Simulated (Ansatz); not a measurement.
**TiO2 (Pbcn)**

Level of theory: DFT PBE, scalar-relativistic, plane waves, PAW (Ansatz 0.2.0).

Settings: cutoff 420 eV, Γ-centred mesh 6×4×6 on the computed 12-atom cell, Gaussian smearing of 0.02 eV; no spin polarisation.

The structure is relaxed at this level of theory with its symmetry kept. This form isn't the usual stable structure of the compound.

```yaml
crystal:
  lattice:
    - [4.57858, 0.00000, 0.00000]
    - [0.00000, 5.57325, 0.00000]
    - [0.00000, 0.00000, 4.92401]
  atoms:
    - { symbol: Ti, position: [0.00000, 0.17728, 0.25000] }
    - { symbol: Ti, position: [0.50000, 0.32272, 0.75000] }
    - { symbol: Ti, position: [0.00000, 0.82272, 0.75000] }
    - { symbol: Ti, position: [0.50000, 0.67728, 0.25000] }
    - { symbol: O, position: [0.27113, 0.38051, 0.41901] }
    - { symbol: O, position: [0.22887, 0.11949, 0.91901] }
    - { symbol: O, position: [0.77113, 0.11949, 0.58099] }
    - { symbol: O, position: [0.72887, 0.38051, 0.08099] }
    - { symbol: O, position: [0.72887, 0.61949, 0.58099] }
    - { symbol: O, position: [0.77113, 0.88051, 0.08099] }
    - { symbol: O, position: [0.22887, 0.88051, 0.41901] }
    - { symbol: O, position: [0.27113, 0.61949, 0.91901] }
```

| Quantity | Value |
| --- | --- |
| Space group | Pbcn (No. 60) |
| Volume per atom | 10.47 Å³ |
| Formation energy from the elements' standard states (uncorrected) | -3.022 eV/atom |
| Kohn–Sham band gap | 2.62 eV |
| Löwdin character of the top 1 eV of the valence band | O 2p 90 %, Ti 3d 8 % |
| Löwdin character of the lowest 1 eV of the conduction band | Ti 3d 88 %, O 2p 10 % |

A ferromagnetic start lost its moments in a first run, so spin was left out; other magnetic orders weren't tried.

Cost: 1 run of about 3.1 core-minutes, on Intel Xeon Processor @ 2.50GHz (Skylake/Cascade Lake) (shared hosts).